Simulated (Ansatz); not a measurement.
Wanted: the native input for an Ansatz 0.2.0 run.

```yaml
Task: single point
Functional: r2SCAN
Potentials_or_basis: Ansatz PAW
Cutoff: "500 eV (not typed: the program's choice for these potentials)"
k_mesh: 7 × 7 × 4
Occupations: gaussian, width 0.05 eV
Spin: collinear spin, ferromagnetic start
Starting_moments: "[0.5, 0.5, 0.0, 0.0] μB"
Hubbard_terms: Ta d U = 6 eV
Hubbard_projectors: ortho-atomic (the default)
Double_counting: fll (the default)
```

TaN:

```
CELL_PARAMETERS angstrom
3.04800 0.00000 0.00000
-1.52400 2.63965 0.00000
0.00000 0.00000 4.91800
ATOMIC_POSITIONS crystal
Ta 0.00000 0.00000 0.00000
Ta 0.00000 0.00000 0.50000
N 0.33333 0.66667 0.25000
N 0.66667 0.33333 0.75000
```

One way to write it, as run:

input.yaml

```yaml
crystal:
  lattice:
    - [3.04800184, 0.0, 0.0]
    - [-1.52400092, 2.63964703, 0.0]
    - [0.0, 0.0, 4.91799978]
  atoms:
    - { symbol: Ta, position: [0.0, 0.0, 0.0], spin: 0.5 }
    - { symbol: Ta, position: [0.0, 0.0, 0.5], spin: 0.5 }
    - { symbol: "N", position: [0.3333333333, 0.6666666667, 0.25] }
    - { symbol: "N", position: [0.6666666667, 0.3333333333, 0.75] }
hamiltonian:
  xc: r2scan
  pseudopotentials: { kind: paw }
  hubbard: { sites: [{ species: Ta, l: d, u_eff: 6.0 }] }
magnetization:
  spin_polarized: true
kpoints:
  mp_grid: { grid: [7, 7, 4] }
scf:
  occupations: { method: gaussian, width: 0.05 }
output:
  forces: true
  stress: true
  eigenvalues: true
  write_density: true
  write_potential: true
  elf: true
  volumetric_format: npy
```

Potentials or basis: Ansatz PAW.

Launch:

```sh
$ ansatz run input.yaml --threads 2 --pin off --max-ram 5632MiB --backend cpu --events-out ev --progress --plain --runs-dir out
```

Results of the run:

```
Pressure               : 76.9 GPa
Largest force          : 0.510 eV/Å
Band gap on the k mesh : none (metal or under the smearing width)
Net moment             : 1.62 μB per cell
Absolute moment        : 1.80 μB per cell
Site moments           : Ta +0.37; N +0.02 μB
```

Caveat: the magnetic or orbital state may not be the lowest; a pressure of tens of GPa on the cell as given is suspect, and the run, the potentials or the cell itself is likely at fault; the PAW data sets come from PBE, with cores solved anew for the run's functional, which leaves a small shift of forces and pressure.

Wall time 2.3 min on 2 threads of Arm Neoverse V2 (shared host), peak memory 0.78 GiB.
